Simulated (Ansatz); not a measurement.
**TaN squeezed and stretched**

A database entry relaxed whole under r2SCAN (P-6m2):

```
CELL_PARAMETERS angstrom
2.93627 0.00000 0.00000
-1.46814 2.54289 0.00000
0.00000 0.00000 2.88490
ATOMIC_POSITIONS crystal
Ta 0.33333 0.66667 0.50000
N 0.00000 0.00000 0.00000
```

The cell was scaled uniformly, its shape held, and the atoms relaxed at each volume with plane-wave PAW DFT (Ansatz 0.2.0; r2SCAN, 500 eV, 13×13×12 Γ-centred mesh, fermi-dirac occupations of width 0.100 eV; no spin, no spin-orbit coupling). One row is withheld.

```csv
volume (Å³/atom),energy over the lowest (meV/atom),pressure (GPa)
10.124,48.7,25.49
10.339,20.8,16.07
10.555,?,?
10.770,0.0,-0.01
10.986,4.7,-6.86
11.201,18.2,-13.02
11.416,39.5,-18.56
```

Q: Fit the pressures of the other rows to the third-order Birch-Murnaghan form.

A: With f = [(V₀/V)^(2/3) − 1]/2 and P = 3B₀f(1 + 2f)^(5/2)[1 + 3(B₀′ − 4)f/2], least squares gives V₀ = 10.77 Å³ an atom, B₀ = 361 GPa and B₀′ = 4.3; the rows miss the fit by less than 0.01 GPa. The slope of the energies differs from these pressures by less than 0.05 GPa.

Q: What does the withheld row hold?

A: The fit gives 7.60 GPa at 10.555 Å³; the run gave 7.61 GPa and 5.0 meV an atom.

Caveats: the shape of the cell was held, so B₀ is an upper bound where the axes differ in stiffness; 0 K, fixed nuclei; the symmetry was kept, and this need not be the phase that is stable at 0 K; one mesh for all volumes; pressure is positive in compression.
